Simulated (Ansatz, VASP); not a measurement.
## Mo: VASP beside Ansatz

```xyz
1
Lattice="-1.5648 1.5648 1.5648 1.5648 -1.5648 1.5648 1.5648 1.5648 -1.5648" Properties=species:S:1:pos:R:3 pbc="T T T"
Mo    0.0000    0.0000    0.0000
```

Alike in both runs: functional PBEsol; k mesh 19 × 19 × 19; occupations fermi-dirac, width 0.1 eV; no spin polarisation.

Ansatz relaxed the structure, and its values are those at the end. VASP's run is a single point on that final structure, the one shown.

|  | VASP | Ansatz |
| --- | --- | --- |
| version | VASP 6.6.1 | Ansatz 0.2.0 |
| potentials or method | VASP PAW PBE potentials, release 64 (Mo_sv) | PAW with Ansatz's default frozen-core files, scalar-relativistic |
| plane-wave cutoff (eV) | 520 | 420 |
| valence electrons in the cell | 14 | 14 |

VASP gave:

| Quantity | Value |
| --- | --- |
| pressure (GPa) | 0.6 |

**Question.** Which values does Ansatz return?

**Answer.** Pressure (GPa): 0.0.

Caveats: the PAW data sets were made with another functional, which shifts forces and pressure a little (VASP).
